Hexagonal boron nitride is a stack of flat sheets, and the crystal was strained here in two ways. In the biaxial rows both in-plane axes change by the same percentage, and the spacing of the sheets, measured by c, is free to adjust. In the clamped rows only c is changed and the in-plane axes are held. Energies are counted per atom from the unstrained starting cell.

BN (P6_3/mmc, 4 atoms per cell, a = 2.501 Å and c = 6.874 Å before strain) under strain, computed with Ansatz 0.2.0 using r2SCAN, scalar-relativistic plane-wave PAW, a 500 eV cutoff, a 12×12×4 k mesh and 0.02 eV Gaussian smearing. Atoms and the free cell parameters are relaxed within the symmetry, and all changes are relative to the unstrained cell.

```
strain kind  strain (%)                 cell freedom  energy change (meV/atom)  volume change (%)  c change (%)
 biaxial ab          -6    length and tilt of c free                     262.2             -11.61          0.04
 biaxial ab          -4    length and tilt of c free                     110.6              -7.63          0.23
 biaxial ab          -2    length and tilt of c free                      26.2              -3.75          0.22
 biaxial ab           2    length and tilt of c free                      23.8               4.03         -0.01
 biaxial ab           4    length and tilt of c free                      90.3               7.90         -0.24
 biaxial ab           6    length and tilt of c free                     193.2              11.64         -0.64
  clamped c          -6  cell held, only c stretched                       3.1              -6.00         -6.00
  clamped c          -4  cell held, only c stretched                       1.3              -4.00         -4.00
  clamped c          -2  cell held, only c stretched                       0.3              -2.00         -2.00
  clamped c           2  cell held, only c stretched                       0.2               2.00          2.00
  clamped c           4  cell held, only c stretched                       0.7               4.00          4.00
  clamped c           6  cell held, only c stretched                       1.5               6.00          6.00
```

1. Which strain costs more energy?

In-plane strain costs more, by about two orders of magnitude at every strain in the table. At +4 % the biaxial row lies 90.3 meV/atom above the start, and the clamped row only 0.7.

The reason is what each strain does to the atoms. In-plane strain changes the length of every B–N bond, and these are short, strong covalent bonds of 1.44 Å. Strain along c leaves the bonds as they are and only moves the sheets closer together or further apart. Across a gap of about 3.4 Å, half of c, the sheets are held by weak forces.

2. Is the plane then a hundred times stiffer?

It is about fifty times stiffer; the other factor of two comes from counting axes. A strained solid stores the work done against its own stress. If the stress grows in proportion to the strain e, each strained axis stores half of modulus times e² per unit volume. Biaxial strain loads two axes and clamped strain one, so with V the volume per atom

E(biaxial) = V M e²
E(clamped) = ½ V C33 e²

Here M is the in-plane stress per unit of biaxial strain with c free, and C33 is the stiffness along c with the plane held. The stresses of the same runs at ±2 % give M = 1077 GPa and C33 = 21 GPa. For 2 % biaxial strain, with 1 eV/Å³ = 160.2 GPa,

E = 9.31 Å³ × (1077/160.2) eV/Å³ × 0.02² = 0.025 eV = 25 meV per atom

The table has 26.2 meV in compression and 23.8 in extension, which average to 25.0. The modulus comes from these same two runs, so the agreement shows that their stresses and energies are consistent.

The two factors also tell what a neighbouring material would do. Graphite, again strong sheets with weak contact, should show a similarly large ratio. In cubic BN covalent bonds run in all directions, so the factor of fifty would go and roughly the factor of two would remain.

3. Does the crystal thin when its plane is stretched?

Hardly. At +4 % in-plane strain c would have to shrink by 7.5 % to keep the volume, but the table shows a decrease of only 0.24 %. The volume therefore follows the area of the sheets and grows by 7.90 %. Rubber behaves in the opposite way: it keeps its volume and thins markedly. In BN a change within the sheets passes on very little force along c, little even against the soft contact between them.

In-plane strain of up to 6 % either way changes the thickness by less than 1 %. Pressure normal to the sheets acts far more directly: in these runs about 0.5 GPa thins the crystal by 2 %.

4. At +2 % the c change is −0.01 %. Is the response zero?

No, the near-zero comes from the starting cell. That cell still carried a small compressive stress along c, which means that it was about 0.17 % too short. When c is set free in the biaxial rows, it first makes up this shortfall. Every printed biaxial c change is therefore too high by about 0.17 percentage points.

With this offset and the small stress left in each row removed, c shrinks by 0.15 % at +2 % and grows by 0.05 % at −2 %. That is a slope of −0.05 % per per cent of in-plane strain. Elasticity gives the same slope by another route. With no stress left along c, the push from the plane and the answer of the sheet spacing must cancel:

2 C13 e + C33 e(c) = 0, so e(c)/e = −2 C13/C33

Here e(c) is the strain along c, and C13 measures how much in-plane stress a strain along c causes. The clamped runs give C13 = 0.5 GPa, and hence a slope of −0.05 as well. The response is small but real.

The slope is only part of the response. Averaging the corrected c changes at equal compression and extension cancels it and leaves a shrinkage of about 0.05, 0.20 and 0.46 % at 2, 4 and 6 %, which grows roughly as the square of the strain. This term shortens c in both directions. At −6 % it outweighs the slope, so the corrected c is slightly shorter than that of the unstrained crystal free of stress along c; at +6 % c shrinks by 0.81 % where the slope alone gives 0.3. What causes this term was not tested, and the slope alone should not be carried to larger strain of either sign.

5. Why does compression cost more than stretching?

Repulsion between electron clouds rises steeply as atoms approach, while the attraction that resists stretching weakens with distance. At 6 % strain, compression costs 1.36 times as much as extension in the biaxial rows and 2.0 times as much in the clamped ones.

The contact between sheets is the more lopsided of the two, and a simple argument makes this plausible. Repulsion falls off over a certain distance in ångström, not over a certain percentage. A strain of 6 % moves neighbouring sheets by about 0.2 Å but changes a B–N bond by less than 0.1 Å. If that distance is similar for the bond and for the contact, the same percentage reaches further into the curved part of the energy between sheets.

6. Is the lopsidedness along c already real at 2 %?

Only in part. The clamped energies at −2 and +2 % are 0.307 and 0.178 meV/atom when taken to more digits. About two thirds of this gap comes from the starting cell being too short: stretching it first releases a little stress, and compressing it adds to that stress. At 6 % this share falls to about one sixth, and the ratio of 2.0 becomes 1.8 once it is removed. The asymmetry at large strain therefore belongs to the crystal, while most of that at 2 % belongs to the choice of starting cell.

A model with three terms keeps these effects apart: a linear one for the starting stress, a quadratic one for the stiffness and a cubic one for the lopsidedness. Its constants come from the stresses at 0 and ±2 %, and the energies at ±4 and ±6 % serve as the test. It meets them within 5 %, the worst case being the clamped row at +6 %. The quadratic term alone is 46 % too high in that row, and still about 35 % once the starting stress is removed, so a plain spring should not be used for large strains along c. The output after this text lists the model row by row.

7. Which digits can be trusted?

The biaxial energies are good to about 0.1 meV/atom as numbers of this calculation: the last two relaxation steps of one biaxial run differ by 0.07 meV/atom at the same pressure. No test of convergence in cutoff or k mesh is at hand. The clamped ones are so small that rounding matters. The entry of 0.2 meV at +2 % may stand for anything from 0.15 to 0.25, so the energy ratio formed from the table could lie between 95 and 159.

For a stiffness it is better to average the energies at equal compression and extension. The linear and cubic terms then cancel, and the finer energies at ±2 % give a ratio of 103, against 102 from the moduli. A single row mixes stiffness with lopsidedness and starting stress. For the c changes, the offset of 0.17 points already spoils the first decimal, and the stress left in single rows shifts them by up to about 0.05 points more. The second decimal means little unless both are removed.

8. What would change with other settings?

The functional, r2SCAN without a dispersion correction, lacks part of the long-range attraction between sheets. The computed c of 6.87 Å is accordingly longer than the measured value, which is roughly 6.7 Å as recalled. A dispersion correction would pull the sheets together and most likely stiffen their contact. The clamped energies would rise and the ratio of a hundred would shrink, while the in-plane energies, set by covalent bonds, would hardly move. For work on pressure normal to the sheets, the clamped rows should therefore be repeated with such a correction.

The second setting is symmetry, which kept all sheets flat and c at right angles to them, although the table calls the tilt of c free. A thin sheet under in-plane compression tends to buckle, as paper does when its edges are pushed together. If buckling were allowed, the energies of the compressed biaxial rows could only stay the same or fall. The 262.2 meV/atom at −6 % is thus the cost of squeezing flat sheets and an upper limit for sheets free to buckle. Tension is expected to keep the sheets flat, so the stretched rows should be free of this doubt.

Numerical output:

```
Energy change in meV/atom and model from stresses at 0 and 2 %:
         row  strain_%  finer_energy  quadratic_only  with_linear_and_cubic  quadratic_miss_%  full_miss_%
  biaxial ab        -6         262.2           225.2                  259.5            -14.11       -1.043
  biaxial ab        -4         110.6           100.1                  110.2            -9.459      -0.3038
  biaxial ab        -2         26.22           25.03                  26.27            -4.565       0.1704
  biaxial ab         2         23.75           25.03                  23.78             5.391       0.1617
  biaxial ab         4         90.27           100.1                  89.98             10.89      -0.3254
  biaxial ab         6         193.2           225.2                  190.9             16.56       -1.178
   clamped c        -6         3.055           2.204                   2.97            -27.87       -2.787
   clamped c        -4          1.26          0.9793                  1.253            -22.27      -0.5843
   clamped c        -2         0.307          0.2448                 0.3102            -20.25        1.044
   clamped c         2         0.178          0.2448                 0.1795             37.55       0.8251
   clamped c         4         0.717          0.9793                 0.7061             36.59       -1.526
   clamped c         6         1.509           2.204                  1.437             46.03       -4.756
In-plane biaxial modulus M with c free, GPa: 1077
Modulus C33 along c, GPa: 21.07
Coupling modulus C13, GPa: 0.5055
Ratio of moduli M/C33: 51.11
Energy ratio expected from moduli, 2M/C33: 102.2
Energy ratio biaxial to clamped, mean of -2 and +2 %: 103
Energy ratio biaxial to clamped at -6 -4 -2 2 4 6 %: biaxial ab 85.84, biaxial ab 87.74, biaxial ab 85.41, biaxial ab 133.4, biaxial ab 125.9, biaxial ab 128
Lowest energy ratio at +2 % allowed by rounding of the clamped entry: 95.2
Highest energy ratio at +2 % allowed by rounding of the clamped entry: 158.7
Start cell too short along c by, %: 0.1699
Biaxial c change corrected for leftover stress, -6 to +6 %, in %: biaxial ab -0.122, biaxial ab 0.007093, biaxial ab 0.05347, biaxial ab -0.1467, biaxial ab -0.4114, biaxial ab -0.8062
Slope of corrected c change between -2 and +2 %, % per %: -0.05005
Slope expected from moduli, -2 C13/C33, % per %: -0.04798
c change that would keep the volume, -6 to +6 % biaxial, in %: biaxial ab 13.17, biaxial ab 8.507, biaxial ab 4.123, biaxial ab -3.883, biaxial ab -7.544, biaxial ab -11
Biaxial energy at -6 % over that at +6 %: 1.357
Clamped energy at -6 % over that at +6 %: 2.025
Clamped ratio at 6 % without the linear term: 1.793
Share of the clamped -2/+2 % energy gap from start stress, %: 64.51
Share of the clamped -6/+6 % energy gap from start stress, %: 16.15
```
